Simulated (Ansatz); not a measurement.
Here is an Ansatz 0.2.0 calculation.

The input input.yaml:

```yaml
crystal:
  lattice: { a: 4.71119123, b: 4.71119123, c: 4.71119123, alpha: 90.0, beta: 90.0, gamma: 90.0 }
  space_group: 225
  setting: { hermann_mauguin: Fm-3m }
  reduce_to_primitive: true
  atoms:
    - { symbol: Hf, position: [0.5, 0.0, 0.0] }
    - { symbol: C, position: [0.0, 0.0, 0.0] }
kpoints:
  mp_grid: { grid: [10, 10, 10] }
scf:
  occupations: { method: fermi_dirac, width: 0.15 }
hamiltonian:
  xc: pbe
  pseudopotentials: { kind: all_electron, datasets: crystal }
output:
  forces: true
  stress: true
  eigenvalues: true
  elf: true
  volumetric_format: npy
```

Potentials or basis: all-electron PAW datasets made for the crystal.

Launch:

```bash
$ ansatz run input.yaml --threads 1 --pin off --max-ram 2560MiB --backend cpu --events-out ev --progress --plain --runs-dir out
```

Estimate the band gap on the k mesh.

none (metal or under the smearing width).

Estimate the pressure.

-8.2 GPa.

The run has no spin-orbit coupling, so splittings on Hf are missing.
